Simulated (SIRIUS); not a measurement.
# Yb: equation of state with PBEsol

The system is Yb.

```
Yb
1.0
     0.00000    2.74310    2.74310
     2.74310    0.00000    2.74310
     2.74310    2.74310    0.00000
Yb
1
Direct
  0.00000 0.00000 0.00000
```

| Item | Value |
| --- | --- |
| Program | SIRIUS 7.12.0 |
| Task | equation of state |
| Functional | PBEsol |
| Potentials or basis | all-electron FP-LAPW |
| Cutoff | 168 eV |
| Basis | apw+lo standard |
| k mesh | 8 × 8 × 8 |
| Occupations | fermi-dirac, width 0.05 eV |
| Spin | collinear spin, ferromagnetic start |
| Starting moments | [1.0] μB |

```
Equilibrium volume : outside the volumes run
```

Energy against volume, from the lowest point:
```
volume (Å³/atom)  energy (meV/atom)
          38.805               0.00
          39.630              14.89
          40.456              30.67
          41.281              47.45
          42.107              64.94
          42.933              82.74
          43.758             101.72
```

All runs of the series together: 16 min on 1 thread of Arm Neoverse V1 (shared host).

Caveat: the minimum lies outside the volumes run. The state reached can hang on the start; a lower one may exist.
